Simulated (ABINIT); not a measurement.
**V and the effect of smearing**

```cif
data_structure
_symmetry_space_group_name_H-M 'Im-3m'
_symmetry_Int_Tables_number 229
_cell_length_a 3.0287
_cell_length_b 3.0287
_cell_length_c 3.0287
_cell_angle_alpha 90.000
_cell_angle_beta 90.000
_cell_angle_gamma 90.000
_cell_volume 27.78
loop_
_atom_site_label
_atom_site_type_symbol
_atom_site_symmetry_multiplicity
_atom_site_Wyckoff_symbol
_atom_site_fract_x
_atom_site_fract_y
_atom_site_fract_z
_atom_site_occupancy
V1 V 2 a 0.00000 0.00000 0.00000 1
```

Kept alike: task single point; functional PBE; k mesh 12 × 12 × 12; collinear spin, ferromagnetic start. Program: ABINIT, JTH PAW PBE v2.0, cutoff 408 eV. The mesh is that of the run's cell of 1 atom. No spin-orbit coupling.

| smearing | largest site moment (μB) |
| --- | --- |
| cold | 0.09 |
| cold-b | 0.11 |
| fermi-dirac | 0.00 |
| gaussian | 0.00 |
| methfessel-paxton | 0.04 |

For a metal such a mesh leaves the last digits unconverged. The runs hold the magnetic state that their start led to, which needn't be the lowest. Site moments count inside each atom's sphere or projector.

Question: What does smearing change here?

Answer: The largest site moment runs from 0.00 (fermi-dirac; gaussian) to 0.11 μB (cold-b).
